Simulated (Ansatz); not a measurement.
**Ga: energy and pressure over a range of volumes**

The task here is to estimate one member of a computed series from the others.

Computed with Ansatz 0.2.0 (DFT PBE, scalar-relativistic, unless a step's input says otherwise).

**The starting structure**

It takes space group C2/c (No. 15, monoclinic). The conventional cell has a = 2.766 Å, b = 8.053 Å, c = 3.332 Å, α = 90.00°, β = 92.02°, γ = 90.00°. Ga (site symmetry 2) is surrounded by 8 Ga at 2.69 to 2.92 Å.

As a file:

```cif
data_structure
_symmetry_space_group_name_H-M 'P 1'
_symmetry_Int_Tables_number 1
_cell_length_a 4.2574
_cell_length_b 4.2574
_cell_length_c 3.3320
_cell_angle_alpha 90.656
_cell_angle_beta 90.656
_cell_angle_gamma 142.087
_cell_volume 37.09
loop_
_atom_site_label
_atom_site_type_symbol
_atom_site_fract_x
_atom_site_fract_y
_atom_site_fract_z
_atom_site_occupancy
Ga1 Ga 0.86900 0.13100 0.25000 1
Ga2 Ga 0.13100 0.86900 0.75000 1
```

Structure: COD 9011089, as refined from experiment and not relaxed.

Atoms are numbered in the order of the input: Ga1, Ga2.

The first run:

File input.yaml:

```yaml
crystal:
  lattice:
    - [1.3595547928, -3.9582410506, 0.0]
    - [1.3595547928, 3.9582410506, 0.0]
    - [-0.1154589374, 0.0, 3.2734796031]
  atoms:
    - { symbol: Ga, position: [0.869, 0.131, 0.25] }
    - { symbol: Ga, position: [0.131, 0.869, 0.75] }
kpoints:
  mp_grid: { grid: [14, 14, 11] }
scf:
  occupations: { method: fermi_dirac, width: 0.03 }
hamiltonian:
  xc: pbe
  pseudopotentials: { kind: all_electron, lapw: { basis_error: 0.0005 } }
output:
  forces: true
  stress: true
  eigenvalues: true
```

Run with:

```sh
ansatz run input.yaml --threads 1 --pin off --max-ram 3072MiB --backend cpu --events-out ev --progress --plain --runs-dir out
```

Steps of the session up to this table: Volume × 0.95, LAPW; Volume × 0.95, PAW; Volume × 0.95, crystal datasets; Volume × 0.975, LAPW; Volume × 0.975, PAW; Volume × 1.025, LAPW; Volume × 1.025, PAW; Volume × 1.05, LAPW; Volume × 1.05, PAW; Volume × 1.05, crystal datasets.

One of the session's tables, all rows but one given; the rest of the session is left out.

```
          method  volume (Å³/atom)  pressure (GPa)  largest force (eV/Å)
            LAPW            17.616            5.18                 0.211
            LAPW            18.080            3.35                 0.199
            LAPW            18.543            1.76                 0.188
            LAPW            19.007            0.41                 0.176
            LAPW            19.470           -0.73                 0.162
             PAW            17.616            5.15                 0.211
             PAW            18.080            3.32                 0.200
             PAW            18.543            1.73                 0.188
             PAW            19.007               ?                     ?
             PAW            19.470           -0.74                 0.162
crystal datasets            17.616            5.18                 0.211
crystal datasets            18.543            1.76                 0.188
crystal datasets            19.470           -0.73                 0.162
```

**Question.** Estimate the row for PAW, 19.007.

The run gave: pressure (GPa): 0.39; largest force (eV/Å): 0.176. In the column «pressure (GPa)» it lies between crystal datasets, 19.470 (-0.73) and LAPW, 19.007 (0.41).

To keep in mind: Shape and positions are held, so a fully relaxed modulus can be lower. Warnings in the runs' records: crystal datasets made.
